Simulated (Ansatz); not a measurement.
Theory: DFT PBE, scalar-relativistic, plane waves, PAW (Ansatz). Settings: cutoff 420 eV, Γ-centred meshes spaced at most about 0.3 Å⁻¹, and about 0.25 Å⁻¹ or finer for metals (2π included), Gaussian smearing. No spin polarisation in the final relaxations.

All energies are static (0 K, no zero-point motion). All come from trial cells, and lower structures may exist.

Question: Which of these relaxed structures of B is the lowest in energy?
1. Space group P4/mmm (No. 123), tetragonal, a = 2.444 Å, c = 3.485 Å. Around B on a site of symmetry 4mm lie 2 B at 1.70–1.79 Å and 4 B at 1.94 Å; B on a site of symmetry 4/mmm is surrounded by 8 B at 1.94 Å and 4 B at 2.44 Å.
2. Space group Cc (No. 9), monoclinic, a = 4.651 Å, b = 3.392 Å, c = 5.709 Å, β = 113.0°. B on its first site is surrounded by 6 B at 1.69–1.92 Å; B on its second site has 6 B at 1.72–1.87 Å; B on its third site is surrounded by 6 B at 1.69–1.92 Å.
3. Space group Pm-3m (No. 221), cubic, a = 2.696 Å. B has 8 B at 1.91 Å.

Answer: 2. It has space group Cc (No. 9); the next, 3, with space group Pm-3m (No. 221), lies 0.49 eV/atom higher. Counting all near atoms (those within 1.25 times the shortest such distance or 1.15 times the sum of covalent radii), the lowest has B 6 and the next has B 8.

Cells relaxed within their symmetry can be saddle points. The Cc cell of B came from shaking the Pm-3m one. The part of the Crystallography Open Database at hand lists B in space groups No. 58, 134, 166; no cell shown has one of them. Some candidate types were left out of the draw beforehand, so a known form may be missing.
